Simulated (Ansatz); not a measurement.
## What biaxial strain −2.33 %, plane normal [001], relaxed out of plane does to ZrO2

The reference is ZrO$_{2}$ (space group P4_2/nmc, No. 137; a = 3.5844 Å, c = 5.1771 Å). Axes: x, y, z lie along a, b, c of the conventional cell.

Modification: biaxial strain −2.33 %, plane normal [001], relaxed out of plane (Cartesian); in-plane vectors clamped, the third vector and the atoms free.

Calculations: PBEsol in Ansatz (plane waves to 420 eV, PAW, spin-orbit coupling left out). Settings: 9×9×7 k-points, 0.05 eV Fermi–Dirac smearing.

The volume per atom drops by 0.39 Å³, from 11.09 Å³ to 10.70 Å³ and the space group remains P4_2/nmc (No. 137). The shortest interatomic distance decreases by 0.023 Å (2.074 Å → 2.051 Å) and the pressure (mean of the normal stresses, compression positive) goes from zero to 9.48 GPa. The band gap goes up by 0.145 eV, from 4.00 eV to 4.14 eV and the gap character becomes indirect, A → Γ (base: indirect, M–Γ (56 % along) → Γ). The smallest direct gap increases by 0.15 eV to 4.27 eV and the width of the top valence band rises by 0.13 eV (0.92 eV → 1.05 eV). The electron mass changes from 2.1 mₑ along c, 0.57 mₑ across (at Γ) to 2.2 mₑ out of plane, 0.61 mₑ in plane (at Γ) and the out-of-plane strain is +1.15 %. The ratio −ε⊥/ε∥ amounts to 0.49 and the mean in-plane stress (compression positive) comes out as +14.2 GPa.

Final structure (turned so that z lies along the plane normal):

```
CELL_PARAMETERS angstrom
      3.50093     0.00000     0.00000
      0.00000     3.50093     0.00000
      0.00000     0.00000     5.23647
ATOMIC_POSITIONS crystal
  Zr 0.00000 0.00000 0.00000
  Zr 0.50000 0.50000 0.50000
  O  0.00000 0.50000 0.20411
  O  0.00000 0.50000 0.70411
  O  0.50000 0.00000 0.29589
  O  0.50000 0.00000 0.79589
```

Cost of the whole job for the changed cell (relaxation, final SCF and bands): roughly 40 core-seconds.

Masses are band curvatures over ±0.01 Å⁻¹ around the edge. No phonon test of stability was made. This is not the structure that ZrO2 has at room temperature and ambient pressure.

Ansatz is a first-principles code.
